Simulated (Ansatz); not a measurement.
**Al2Au: equation of state with LDA**

The system is Al2Au.

```
Au Al
1.0
     0.00000    3.00000    3.00000
     3.00000    0.00000    3.00000
     3.00000    3.00000    0.00000
Au Al
1 2
Cartesian
  0.0000 0.0000 0.0000
  4.5000 4.5000 4.5000
  1.5000 1.5000 1.5000
```

* Program: Ansatz 0.2.0
* Task: equation of state
* Functional: LDA
* Potentials or basis: all-electron LAPW, scalar-relativistic
* Basis error allowed: 0.002 eV/atom
* k mesh: 8 × 8 × 8
* Occupations: fermi-dirac, width 0.05 eV
* Spin: no spin polarisation

The equilibrium volume is 17.59 Å³/atom, the bulk modulus is 120 GPa and the pressure derivative of the bulk modulus is 5.0.

Energy against volume, from the lowest point:
```tsv
volume (Å³/atom)	energy (meV/atom)
16.920	10.24
17.280	2.04
17.640	0.00
18.000	3.41
18.360	11.65
18.720	24.16
19.080	40.44
```

All runs of the series together: 53 s on 2 threads of Arm Neoverse V1, on a shared host.

Spin-orbit coupling is left out, which matters for the levels of Au. LDA usually gives volumes a few per cent too small.
